Hexagonal diamond under pressure and tension: seven questions

Hexagonal diamond has the same four-fold carbon bonding as cubic diamond, with the layers stacked differently. Changing its volume by 6 % changes the bond length by only about 2 %. Even so, it takes tens of gigapascals, costs tens of meV per atom and moves the band gap by a few tenths of an electronvolt. In the table a negative pressure means that the crystal is held under tension.

Hexagonal diamond (carbon, P6_3/mmc, 4 atoms per cell), computed with Ansatz 0.2.0 using the r2SCAN functional, scalar-relativistic plane-wave PAW, no spin polarisation, a 500 eV cutoff and a Γ-centred 12×12×6 k mesh. Cell shape and atoms were relaxed at each fixed volume. Energies count from the minimum of a third-order Birch-Murnaghan fit.

```
volume per atom (Å³/atom)  energy over minimum (meV/atom)  pressure (GPa)  band gap on mesh (eV)
                    5.316                            31.5           31.24                  3.340
                    5.486                             7.5           14.53                  3.474
                    5.656                             0.0            0.00                  3.596
                    5.825                             6.8          -12.62                  3.709
                    5.995                            26.1          -23.59                  3.810
```

1. Which costs more energy, 6 % compression or 6 % expansion?

Compression does: 31.5 against 26.1 meV per atom. On squeezing, the repulsion between electron clouds that are pushed into each other rises steeply, while on stretching the bond attraction gradually fades. The energy well is therefore steeper on its inner side.

The size of the lopsidedness depends on how far one goes. At 3 % the two costs differ by only 0.7 meV per atom, at 6 % by 5.4. Doubling the change of volume raises the difference about eightfold, as a cubic term should, while the mean cost rises fourfold, as a quadratic term should. Close to the minimum the crystal thus behaves almost like an ideal spring.

2. How much pressure does one per cent of volume take?

About 4.5 GPa near the minimum. The measure is the bulk modulus B, the pressure needed per relative change of volume:

B = −V dP/dV

where V is the volume per atom and P the pressure. The two pressures on either side of the minimum give B ≈ 450 GPa. It isn't constant: between the two smallest volumes it is about 530 GPa, between the two largest about 380 GPa. This is the lopsided well again, seen through its curvature.

3. Bonds get shorter under pressure. Does the band gap widen?

A simple bonding picture says yes. Filled states are bonding and empty ones antibonding, and the coupling that separates them grows roughly as the inverse square of the bond length d. The cell keeps its shape almost exactly, so d follows the cube root of the volume. If every gap grew in step with this coupling, then

gap ∝ 1/d² ∝ V^(−2/3)

Starting from the gap at the minimum, the estimate for the smallest volume is

3.596 eV × (5.656/5.316)^(2/3) = 3.748 eV

The calculation gives 3.340 eV. Instead of widening by 0.15 eV, the gap narrows by 0.26 eV. Only the starting gap was taken from the calculation, and the predicted direction doesn't depend on its value. This is therefore a real failure of the picture, and the sign is wrong on the tension side as well.

4. What did the simple picture overlook?

It treated the gap as the splitting of one pair of states at one point, but the gap in the table is indirect. In all five rows the highest filled state on the mesh lies at the centre of the Brillouin zone, Γ, and the lowest empty state at K, a corner of the hexagon that cuts the zone through its centre. The gap can therefore be split exactly into two parts:

indirect gap = direct gap at K − D

Here D is the height by which the top of the filled bands rises from K to Γ. Shorter bonds can widen the direct gap at K, but they also strengthen the coupling between neighbouring bonds, which should spread the filled bands and raise D. Since the indirect gap falls under pressure, either D grows by more than the direct gap at K does, or that direct gap itself shrinks.

The same calculations support part of this account. The smallest direct gap anywhere on the mesh does widen on compression, from 5.24 eV at the minimum to 5.32 eV at the smallest volume, about a third of the rise that the simple picture predicts. Its distance from the indirect gap is a lower limit for D, and that limit grows from 1.35 eV at the largest volume to 1.98 eV at the smallest. A growing lower limit fits a growing D but doesn't prove it, and the direct gap at K itself isn't among the results. What the fall does show is that the two parts can't both follow the inverse square: if they did, their difference would widen too. Perhaps the spread of the filled bands is more sensitive to distance, or perhaps the empty state at K is less antibonding than the simple picture assumes. These results don't decide between the two.

For a related crystal, the first thing to ask is where the band edges lie. Cubic diamond has nearly the same bonds, but its lowest empty state lies elsewhere, on the line from Γ to X, and its gap is known to widen under pressure. Bond length alone doesn't settle the sign.

5. Can one coefficient describe the gap under pressure?

Roughly: the gap falls by 8 to 9 meV for each GPa. The coefficient drifts, though, and in a way that looks contradictory. From one volume to the next, in equal steps, the gap rises by 134 meV at the compressed end but only by 101 meV at the stretched end. Per GPa, however, the change is larger at the stretched end.

The softening of the crystal resolves this. Across the scan the gap step shrinks by a quarter, but the pressure needed for the same step of volume shrinks by a third. Dividing by a quantity that falls faster makes the ratio grow. A pressure coefficient thus mixes the response of the electrons with the stiffness of the lattice, and a coefficient per volume separates them.

6. What would change with a 10×10×6 mesh?

The printed gap would probably come out too large. The point K lies one third of the way along two reciprocal axes, and a mesh centred on Γ, like the one used here, contains that point only if its first two divisions are multiples of three. Twelve is, ten isn't. A mesh without K would report the lowest empty state at some neighbouring point, which should lie higher. By how much wasn't tested. Nor does the 12×12×6 mesh rule out a band edge between its own points, which would make the true gap smaller than the printed one. The total energy, an average over the whole zone, should suffer far less in an insulator like this one.

7. Which digits can be trusted?

Within the scan, nearly all those printed for energy and pressure. Adding up the pressures over the volume gives back the energies at both ends to within 0.1 meV per atom, so the two columns describe the same curve. That shows that these numbers are consistent at the chosen settings. It tests neither a finer mesh or a higher cutoff nor the agreement with a real crystal. Nor does it cover the gaps: their steps shrink slightly unevenly from row to row, so their third decimal is less certain.

As predictions for a real crystal, the gaps are far less certain. The r2SCAN functional gives gaps that are too small for insulators of this kind, and the motion of the nuclei, which remains even at absolute zero, is left out. In diamond that motion lowers the gap by some tenths of an electronvolt, as much as the whole effect of 6 % compression here. Differences between rows are safer, because an error common to all rows cancels. The fall of the gap under pressure is therefore a sounder result than the value of 3.6 eV at the minimum.

The output below lists the steps between neighbouring volumes and the inverse-square estimate for every row.

Numerical output:

```
Cost of 6 % compression less cost of 6 % expansion [meV/atom]: 5.4
Cost of 3 % compression less cost of 3 % expansion [meV/atom]: 0.7
Cost of 6 % compression over cost of 6 % expansion [ratio]: 1.207
Mean cost at 6 % over mean cost at 3 % [ratio]: 4.028
Work of 6 % compression from the pressures [meV/atom]: 31.56
Work of 6 % expansion from the pressures [meV/atom]: 26.16
Bulk modulus from the two pressures beside the minimum [GPa]: 452.3
Bulk modulus of the Birch-Murnaghan fit [GPa]: 450.8
Steps from the next smaller volume:
    row  pressure drop [GPa]  local bulk modulus [GPa]  gap rise [meV]  gap change per pressure [meV/GPa]
  5.486                16.71                     531.7             134                             -8.019
  5.656                14.53                     476.9             122                             -8.396
  5.825                12.62                     426.8             113                             -8.954
  5.995                10.97                     381.9             101                             -9.207
Last pressure step over first [ratio]: 0.6565
Last gap step over first [ratio]: 0.7537
Gaps and inverse-square estimate:
    row  indirect gap [eV]  estimated indirect gap [eV]  smallest direct gap [eV]  estimated direct gap [eV]
  5.316               3.34                        3.748                     5.319                      5.462
  5.486              3.474                         3.67                      5.28                      5.348
  5.656              3.596                        3.596                     5.241                      5.241
  5.825              3.709                        3.526                     5.202                      5.139
  5.995               3.81                        3.459                     5.162                      5.041
Indirect gap change on 6 % compression [eV]: -0.256
Estimated indirect gap change on 6 % compression [eV]: 0.1517
Direct gap change on 6 % compression [eV]: 0.07849
Estimated direct gap change on 6 % compression [eV]: 0.2211
Direct less indirect gap at the smallest volume [eV]: 1.979
Direct less indirect gap at the largest volume [eV]: 1.352
```
